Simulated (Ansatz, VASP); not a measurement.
## PtSe in VASP and in Ansatz

```
Pt Se
1.0
     0.00000    3.03745    3.03745
     3.03745    0.00000    3.03745
     3.03745    3.03745    0.00000
Pt Se
1 1
Direct
  0.00000 0.00000 0.00000
  0.25000 0.25000 0.25000
```

The cell comes from a database or a generator and needn't be the stable form of this composition.

Alike in both runs: task single point; functional PBE; k mesh 8 × 8 × 8; occupations fermi-dirac, width 0.05 eV; no spin polarisation.

|  | VASP | Ansatz |
| --- | --- | --- |
| version | VASP 6.6.1 | Ansatz 0.2.0 |
| potentials or method | VASP PAW PBE potentials, release 64 (Pt, Se) | Ansatz PAW |
| plane-wave cutoff (eV) | 520 | 420 |
| valence electrons in the cell | 16 | 34 |

|  | VASP | Ansatz | Ansatz less VASP |
| --- | --- | --- | --- |
| gap on the k mesh at the Fermi level (eV) | none | none | - |
| pressure (GPa) | -11.1 | -11.1 | +0.04 |

A gap of «none» marks a metal or a gap that the smearing closes. The two sets of potentials don't hold the same shells in valence.

Spin-orbit coupling is left out, which matters for the levels of Pt.
